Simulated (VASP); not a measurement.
# GaP (F-43m) in VASP: further runs

The runs below take GaP through band structure, optical spectrum, Born charges and dielectric tensor, with LDA.

Everything below comes from runs of VASP 6.6.1. Logs are shortened: lines on timing, memory, paths and dates and some standing lists are left out, and cuts for length are marked.

**Experimental background.**

From “Stacking defects in GaP nanowires: Electronic structure and optical properties”, 2018, arxiv:1810.01194, for a bulk crystal of GaP at 10 K: band gap 2.34 eV (indirect).

The results are compared with them further down.

## Step 1: Starting point

Symmetry: F-43m, No. 216, cubic system. Conventional cell: a = 5.393 Å, b = 5.393 Å, c = 5.393 Å, α = 90.00°, β = 90.00°, γ = 90.00°. Around Ga (site symmetry -43m) lie 4 P at 2.34 Å. Around P (site symmetry -43m) lie 4 Ga at 2.34 Å.

## Step 2: Band structure, LDA

Input file INCAR:

```
SYSTEM = GaP
PREC = Accurate ; ENCUT = 520
EDIFF = 1E-7 ; ISMEAR = 0
SIGMA = 0.02 ; LREAL = .FALSE.
LASPH = .TRUE. ; NELM = 100
ALGO = Normal ; ISIF = 2
LWAVE = .FALSE. ; LCHARG = .FALSE.
NBANDS = 16
```

Input file KPOINTS:

```
regular mesh
0
G
  10 10 10
  0 0 0
```

Input file POSCAR:

```
GaP                                     
1.0
    0.0000000000      2.6967212633      2.6967212633
    2.6967212633      0.0000000000      2.6967212633
    2.6967212633      2.6967212633      0.0000000000
  Ga              P             
     1     1
Direct
     0.0000000000000000    0.0000000000000000    0.0000000000000000
     0.2500000000000000    0.2500000000000000    0.2500000000000000
```

Input file KPOINTS_OPT:

```
path GXWKGLUWLK,UX
10
line-mode
reciprocal
 0.0000000000  0.0000000000  0.0000000000  G
 0.5000000000  0.0000000000  0.5000000000  X

 0.5000000000  0.0000000000  0.5000000000  X
 0.5000000000  0.2500000000  0.7500000000  W

 0.5000000000  0.2500000000  0.7500000000  W
 0.3750000000  0.3750000000  0.7500000000  K

 0.3750000000  0.3750000000  0.7500000000  K
 0.0000000000  0.0000000000  0.0000000000  G

 0.0000000000  0.0000000000  0.0000000000  G
 0.5000000000  0.5000000000  0.5000000000  L

 0.5000000000  0.5000000000  0.5000000000  L
 0.6250000000  0.2500000000  0.6250000000  U

 0.6250000000  0.2500000000  0.6250000000  U
 0.5000000000  0.2500000000  0.7500000000  W

 0.5000000000  0.2500000000  0.7500000000  W
 0.5000000000  0.5000000000  0.5000000000  L

 0.5000000000  0.5000000000  0.5000000000  L
 0.3750000000  0.3750000000  0.7500000000  K

 0.6250000000  0.2500000000  0.6250000000  U
 0.5000000000  0.0000000000  0.5000000000  X
```

Potentials or basis: VASP PAW LDA potentials, release 64 (Ga_d, P).

On the command line:

```sh
$ cat potpaw_LDA.64/Ga_d/POTCAR potpaw_LDA.64/P/POTCAR > POTCAR
$ mpirun -np 1 vasp_std > vasp.out
```

OUTCAR:

```text
SYSTEM = GaP
   PREC = Accurate
   ENCUT = 520
   EDIFF = 1E-7
   ISMEAR = 0
   LREAL = .FALSE.
   LASPH = .TRUE.
   NELM = 100
   ISIF = 2

 ion  position               nearest neighbor table
   1  0.000  0.000  0.000-   2 2.34   2 2.34   2 2.34   2 2.34
   2  0.250  0.250  0.250-   1 2.34   1 2.34   1 2.34   1 2.34

  LATTYP: Found a face centered cubic cell.
 ALAT       =     5.3934425266

  Lattice vectors:

 A1 = (   0.0000000000,   2.6967212633,   2.6967212633)
 A2 = (   2.6967212633,   0.0000000000,   2.6967212633)
 A3 = (   2.6967212633,   2.6967212633,   0.0000000000)

Analysis of symmetry for initial positions (statically):
=====================================================================
 Subroutine PRICEL returns:
 Original cell was already a primitive cell.

 Routine SETGRP: Setting up the symmetry group for a
 face centered cubic supercell.

 Subroutine GETGRP returns: Found 24 space group operations
 (whereof 24 operations were pure point group operations)
 out of a pool of 48 trial point group operations.

The static configuration has the point symmetry T_d .

Analysis of symmetry for dynamics (positions and initial velocities):
=====================================================================
 Subroutine PRICEL returns:
 Original cell was already a primitive cell.

 Routine SETGRP: Setting up the symmetry group for a
 face centered cubic supercell.

 Subroutine GETGRP returns: Found 24 space group operations
 (whereof 24 operations were pure point group operations)
 out of a pool of 48 trial point group operations.

The dynamic configuration has the point symmetry T_d .

 Subroutine INISYM returns: Found 24 space group operations
 (whereof 24 operations are pure point group operations),
 and found     1 'primitive' translations

----------------------------------------------------------------------------------------

                                     Primitive cell

  volume of cell :      39.2228

  direct lattice vectors                    reciprocal lattice vectors
     0.000000000  2.696721263  2.696721263    -0.185410338  0.185410338  0.185410338
     2.696721263  0.000000000  2.696721263     0.185410338 -0.185410338  0.185410338
     2.696721263  2.696721263  0.000000000     0.185410338  0.185410338 -0.185410338

  length of vectors
     3.813739784  3.813739784  3.813739784     0.321140125  0.321140125  0.321140125

  position of ions in fractional coordinates (direct lattice)
     0.000000000  0.000000000  0.000000000
     0.250000000  0.250000000  0.250000000

  ion indices of the primitive-cell ions
   primitive index   ion index
                 1           1
                 2           2

----------------------------------------------------------------------------------------

 KPOINTS: regular mesh

Automatic generation of k-mesh.
 Grid dimensions read from file:
 generate k-points for:   10   10   10

 Generating k-lattice:

  Cartesian coordinates                     Fractional coordinates (reciprocal lattice)
    -0.018541034  0.018541034  0.018541034     0.100000000  0.000000000  0.000000000
     0.018541034 -0.018541034  0.018541034     0.000000000  0.100000000  0.000000000
     0.018541034  0.018541034 -0.018541034     0.000000000  0.000000000  0.100000000

  Length of vectors
     0.032114013  0.032114013  0.032114013

  Shift w.r.t. Gamma in fractional coordinates (k-lattice)
     0.000000000  0.000000000  0.000000000

 Subroutine IBZKPT returns following result:
 ===========================================

 Found     47 irreducible k-points:

 Following reciprocal coordinates:
            Coordinates               Weight
  0.000000  0.000000  0.000000      1.000000
  0.100000  0.000000  0.000000      8.000000
  0.200000  0.000000  0.000000      8.000000
  0.300000  0.000000  0.000000      8.000000
  0.400000  0.000000  0.000000      8.000000
  0.500000  0.000000  0.000000      4.000000
[... 16 lines left out ...]
  0.300000  0.300000  0.000000      6.000000
  0.400000  0.300000  0.000000     24.000000
 [... further k-points ...]
   k-points           NKPTS =     47   k-points in BZ     NKDIM =     47   number of bands    NBANDS=     16
   number of dos      NEDOS =    301   number of ions     NIONS =      2
   total plane-waves  NPLWV =  21952
   dimension x,y,z NGX =    28 NGY =   28 NGZ =   28
   dimension x,y,z NGXF=    56 NGYF=   56 NGZF=   56
   ions per type =               1   1
   NGX,Y,Z   is equivalent  to a cutoff of  12.21, 12.21, 12.21 a.u.
   NGXF,Y,Z  is equivalent  to a cutoff of  24.41, 24.41, 24.41 a.u.
 SYSTEM =  GaP
   PREC   = accura    normal or accurate (medium, high low for compatibility)
   ISTART =      0    job   : 0-new  1-cont  2-samecut
   ICHARG =      2    charge: 1-file 2-atom 10-const
   ISPIN  =      1    spin polarized calculation?
   LNONCOLLINEAR =      F non collinear calculations
   LSORBIT =      F    spin-orbit coupling
   LASPH  =      T    aspherical Exc in radial PAW
   ENCUT  =  520.0 eV  38.22 Ry    6.18 a.u.   7.09  7.09  7.09*2*pi/ulx,y,z
   NELM   =    100;   NELMIN=  2; NELMDL= -5     # of ELM steps
   EDIFF  = 0.1E-06   stopping-criterion for ELM
   LREAL  =      F    real-space projection
   EDIFFG = 0.1E-05   stopping-criterion for IOM
   NSW    =      0    number of steps for IOM
   IBRION =     -1    ionic relax: 0-MD 1-quasi-New 2-CG
   NFREE  =      0    steps in history (QN), initial steepest desc. (CG)
   ISIF   =      2    stress and relaxation
   ISYM   =      2    0-nonsym 1-usesym 2-fastsym
   POTIM  = 0.5000    time-step for ionic-motion
   TEBEG  =    0.0;   TEEND  =   0.0 temperature during run
   PSTRESS=    0.0 pullay stress
   NELECT =      18.0000    total number of electrons
   NUPDOWN=      -1.0000    fix difference up-down
   EMIN   =  10.00;   EMAX   =-10.00  energy-range for DOS
   EFERMI =   0.00;   METHOD = LEGACY
   ISMEAR =     0;   SIGMA  =   0.02  broadening in eV -4-tet -1-fermi 0-gaus
   EFERMI_NEDOS =   21; number of points for ismear=-14 and -15
   IALGO  =     38    algorithm
   IMIX   =      4    mixing-type and parameters
     AMIX     =   0.40;   BMIX     =  1.00
     AMIX_MAG =   1.60;   BMIX_MAG =  1.00
  volume/ion in A,a.u.               =      19.61       132.34
  Fermi-wavevector in a.u.,A,eV,Ry     =   1.262756  2.386264 21.695223  1.594554
  Thomas-Fermi vector in A             =   2.396148
   LORBIT       =      0    0 simple, 1 ext, 2 COOP (PROOUT), +10 PAW based schemes
   GGA     = CA    functional components
   LHFCALC =     F    Hartree Fock is set to
   AEXX    =    0.0000 exact exchange contribution
   IVDW    =     0    specifies the selected vdW correction
   LEPSILON=     F    determine dielectric tensor
   LRPA    =     F    only Hartree local field effects (RPA)
 non-spin polarized calculation
 Gauss-broadening in eV      SIGMA  =   0.02
  energy-cutoff  :      520.00
  volume of cell :       39.22
 maximum number of plane-waves:      1073
   NGX = 15   NGY = 15   NGZ = 15

 number of electron      17.9999999 magnetization

 Free energy of the ion-electron system (eV)
  ---------------------------------------------------
  ext. energy  EPLUGINS =         0.00000000
  ---------------------------------------------------
  free energy    TOTEN  =       -10.45311189 eV

  energy without entropy =      -10.45311189  energy(sigma->0) =      -10.45311189

 E-fermi :   4.9689     XC(G=0): -10.3057

 val. band max:        4.8346316447   @ k =   0.0000   0.0000   0.0000
 cond. band min:       6.2375252217   @ k =   0.4000   0.4000   0.0000
 fundamental gap:      1.4028935770
 Fermi energy:         4.9688858690

 k-point     1 :       0.0000    0.0000    0.0000
  band No.  band energies     occupation
      1      -9.9275      2.00000
      2      -9.9275      2.00000
      3      -9.9275      2.00000
      4      -9.8195      2.00000
      5      -9.8195      2.00000
      6      -7.9163      2.00000
[... 8 lines left out ...]
     15      14.6777      0.00000
     16      14.6777      0.00000

 k-point     2 :       0.1000    0.0000    0.0000
  band No.  band energies     occupation
      1      -9.9371      2.00000
      2      -9.9241      2.00000
      3      -9.9241      2.00000
      4      -9.8196      2.00000
      5      -9.8196      2.00000
      6      -7.7808      2.00000
[... 8 lines left out ...]
     15      14.1629      0.00000
     16      14.1629      0.00000

 k-point     3 :       0.2000    0.0000    0.0000
  band No.  band energies     occupation
      1      -9.9604      2.00000
      2      -9.9159      2.00000
      3      -9.9159      2.00000
      4      -9.8191      2.00000
      5      -9.8191      2.00000
      6      -7.3873      2.00000
[... 8 lines left out ...]
     15      13.7111      0.00000
     16      14.7920      0.00000

 k-point     4 :       0.3000    0.0000    0.0000
  band No.  band energies     occupation
      1      -9.9865      2.00000
      2      -9.9075      2.00000
      3      -9.9075      2.00000
      4      -9.8168      2.00000
      5      -9.8168      2.00000
      6      -6.7816      2.00000
[... 8 lines left out ...]
     15      14.1350      0.00000
     16      14.4097      0.00000
[... 324 lines left out ...]
 k-point    22 :      -0.2000    0.2000    0.0000
  band No.  band energies     occupation
      1      -9.9921      2.00000
      2      -9.9018      2.00000
      3      -9.9012      2.00000
      4      -9.8235      2.00000
      5      -9.8150      2.00000
      6      -6.5754      2.00000
[... 8 lines left out ...]
     15      16.1720      0.00000
     16      16.9235      0.00000

 k-point    23 :       0.3000    0.3000    0.0000
  band No.  band energies     occupation
      1     -10.0159      2.00000
      2      -9.8817      2.00000
      3      -9.8817      2.00000
      4      -9.8443      2.00000
      5      -9.8038      2.00000
      6      -6.3920      2.00000
[... 8 lines left out ...]
     15      16.0403      0.00000
     16      18.6409      0.00000

 k-point    24 :       0.4000    0.3000    0.0000
  band No.  band energies     occupation
      1     -10.0283      2.00000
      2      -9.8755      2.00000
      3      -9.8731      2.00000
      4      -9.8473      2.00000
      5      -9.8015      2.00000
      6      -5.8413      2.00000
[... 8 lines left out ...]
     15      16.7122      0.00000
     16      18.6665      0.00000

 [... further k-points ...]

------------------------ aborting loop because EDIFF is reached ----------------------------------------

  FORCE on cell =-STRESS in cart. coord.  units (eV):
  Direction    XX          YY          ZZ          XY          YZ          ZX
  --------------------------------------------------------------------------------------
  -------------------------------------------------------------------------------------
  Total        0.0033261      0.0033261      0.0033261      0.0000000      0.0000000     -0.0000000
  in kB        0.1358663      0.1358663      0.1358663      0.0000000      0.0000000     -0.0000000
  external PRESSURE =       0.1358663 kB  Pullay stress =       0.0000000 kB

 VOLUME and BASIS-vectors are now :
 -----------------------------------------------------------------------------
  energy-cutoff  :      520.00
  volume of cell :       39.22
      direct lattice vectors                 reciprocal lattice vectors
     0.000000000  2.696721263  2.696721263    -0.185410338  0.185410338  0.185410338
     2.696721263  0.000000000  2.696721263     0.185410338 -0.185410338  0.185410338
     2.696721263  2.696721263  0.000000000     0.185410338  0.185410338 -0.185410338

 POSITION                                       TOTAL-FORCE (eV/Angst)
 -----------------------------------------------------------------------------------
      0.00000      0.00000      0.00000         0.000000      0.000000      0.000000
      1.34836      1.34836      1.34836        -0.000000     -0.000000     -0.000000
 -----------------------------------------------------------------------------------
    total drift:                                0.000000      0.000000      0.000000

  FREE ENERGIE OF THE ION-ELECTRON SYSTEM (eV)
  ---------------------------------------------------
  free  energy   TOTEN  =       -10.4531118948 eV

  energy  without entropy=      -10.4531118948  energy(sigma->0) =      -10.45311189
```

Run time: 48 s. Hardware: 1 thread of Intel Xeon Platinum 8488C (Sapphire Rapids), shared host; peak memory 0.17 GiB.

What came out:

| Property | Result |
| --- | --- |
| Free energy | -10.4531 eV |
| Pressure | 0.0 GPa |
| Band gap on the k mesh | 1.40 eV, indirect (least direct gap 1.90 eV) |
| Band gap along the path | 1.39 eV, indirect (least direct gap 1.90 eV) |

Levels at the corners of the path, in eV from the valence-band top:
```tsv
point	band 7	band 8	band 9	band 10	band 11	band 12
Γ	0.00	0.00	0.00	1.90	3.78	3.78
X	-6.99	-2.82	-2.82	1.43	1.65	10.69
X	-6.99	-2.82	-2.82	1.43	1.65	10.69
W	-6.77	-3.77	-3.63	4.60	4.92	6.01
W	-6.77	-3.77	-3.63	4.60	4.92	6.01
K	-6.77	-4.16	-2.37	2.01	4.75	8.27
K	-6.77	-4.16	-2.37	2.01	4.75	8.27
Γ	0.00	0.00	0.00	1.90	3.78	3.78
Γ	0.00	0.00	0.00	1.90	3.78	3.78
L	-6.89	-1.18	-1.18	1.61	4.62	4.62
L	-6.89	-1.18	-1.18	1.61	4.62	4.62
U	-6.77	-4.16	-2.37	2.01	4.75	8.27
U	-6.77	-4.16	-2.37	2.01	4.75	8.27
W	-6.77	-3.77	-3.63	4.60	4.92	6.01
W	-6.77	-3.77	-3.63	4.60	4.92	6.01
L	-6.89	-1.18	-1.18	1.61	4.62	4.62
L	-6.89	-1.18	-1.18	1.61	4.62	4.62
K	-6.77	-4.16	-2.37	2.01	4.75	8.27
U	-6.77	-4.16	-2.37	2.01	4.75	8.27
X	-6.99	-2.82	-2.82	1.43	1.65	10.69
```

(Part 1 of 3 ends here.)
